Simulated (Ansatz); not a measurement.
ZnS:

```
Zn S
1.0
     0.00000    2.70200    2.70200
     2.70200    0.00000    2.70200
     2.70200    2.70200    0.00000
Zn S
1 1
Direct
  0.75000 0.75000 0.75000
  0.00000 0.00000 0.00000
```

Base run:

```yaml
Program: Ansatz 0.2.0
Functional: PBE
Potentials_or_basis: all-electron LAPW, scalar-relativistic
Cutoff: 280 eV (chosen from the basis error)
Basis_error_allowed: 0.001 eV/atom
k_mesh: 9 × 9 × 9
Occupations: gaussian, width 0.023 eV
Spin: no spin polarisation
```

Its results: band gap on the k mesh 2.11 eV, direct; pressure 1.6 GPa.

**Question.** The run is repeated on the same cell with these changes: functional from PBE to PBEsol; occupations from gaussian, width 0.023 eV to gaussian, width 0.01 eV. What comes out?

**Answer.** Band gap on the k mesh 1.98 eV, direct; pressure -2.0 GPa.
